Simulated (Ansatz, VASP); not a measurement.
**Os in VASP and in Ansatz**

Contents of INCAR:

```
PREC = Accurate
ENCUT = 520
EDIFF = 1E-6
ISMEAR = -1
SIGMA = 0.05
LREAL = F
LASPH = T
NELM = 60
ALGO = Normal
ISIF = 2
LWAVE = F
LCHARG = F
GGA = PE
NBANDS = 10
```

File KPOINTS:

```
Automatic mesh
0
Gamma
  14 14 14
```

Contents of POSCAR:

```
Os
1.0
    0.0389000000      1.9644500000      1.9644500000
    1.9644500000      0.0389000000      1.9644500000
    1.9644500000      1.9644500000      0.0389000000
Os
1
Direct
    0.0000000000      0.0000000000      0.0000000000
```

Input for Ansatz:

```yaml
crystal:
  lattice:
    - [0.0389, 1.96445, 1.96445]
    - [1.96445, 0.0389, 1.96445]
    - [1.96445, 1.96445, 0.0389]
  atoms:
    - { symbol: Os, position: [0.0, 0.0, 0.0] }
kpoints:
  mp_grid: { grid: [14, 14, 14] }
  band_path:
    path:
      - [0.0, 0.0, 0.0]
      - [0.5, 0.5, 0.5]
      - [0.2451701269, 0.5, 0.7548298731]
      - [-0.2451701269, 0.2451701269, 0.5]
      - [0.0, 0.0, 0.5]
      - [0.0, 0.0, 0.0]
      - [-0.3725850634, 0.0, 0.3725850634]
      - [0.0, 0.3725850634, 0.6274149366]
      - [0.0, 0.5, 0.5]
    npoints: 5
scf:
  occupations: { method: fermi_dirac, width: 0.05 }
hamiltonian:
  xc: pbe
  pseudopotentials: { kind: all_electron, lapw: { basis_error: 0.0005 } }
output:
  forces: true
  stress: true
  eigenvalues: true
```

Change from the starting cell: equal xy, yz and zx shear strains of +2 %.

Alike in both runs: task single point; functional PBE; k mesh 14 × 14 × 14; occupations fermi-dirac, width 0.05 eV; no spin polarisation.

```csv
,VASP,Ansatz
version,VASP 6.6.1,Ansatz 0.2.0
potentials or method,"VASP PAW PBE potentials, release 64 (Os)","all-electron LAPW, scalar-relativistic"
plane-wave cutoff (eV),520,see its input
```

|  | VASP | Ansatz | Ansatz less VASP |
| --- | --- | --- | --- |
| pressure (GPa) | -9.2 | -8.9 | +0.29 |
| largest component of the traceless stress (GPa) | 5.21 | 5.26 | +0.047 |

Ansatz ran all-electron here, so the differences hold the error of VASP's frozen core and of both bases.

The runs have no spin-orbit coupling, so splittings on Os are missing.
